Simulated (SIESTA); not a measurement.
RbCl:

```
Rb Cl
1.0
     0.00000    3.27400    3.27400
     3.27400    0.00000    3.27400
     3.27400    3.27400    0.00000
Rb Cl
1 1
Direct
  0.00000 0.00000 0.00000
  0.50000 0.50000 0.50000
```

Base run:

- Program: SIESTA 5.4.2
- Functional: PBEsol
- Potentials or basis: PseudoDojo 0.4 standard (PBEsol files)
- Basis: DZP (energy shift 0.003 Ry; two zetas on semicore shells; d shell added on Rb)
- Grid cutoff: 800 Ry
- Energy shift: 0.003 Ry
- k mesh: 7 × 7 × 7
- Occupations: fermi-dirac, width 0.05 eV
- Spin: no spin polarisation

Its results: band gap on the k mesh 4.93 eV, direct; pressure -0.1 GPa.

**Question.** The run is repeated on the same cell with these changes: functional from PBEsol to AM05. What comes out?

**Answer.** Band gap on the k mesh 5.14 eV, direct; pressure 0.8 GPa.

Caveats: the basis of atomic orbitals isn't converged, which shifts pressures, moduli and gaps; an odd mesh through Γ misses points on the zone boundary, where band edges often lie (some runs); the potentials were made for another functional, which shifts forces and pressure (some runs).
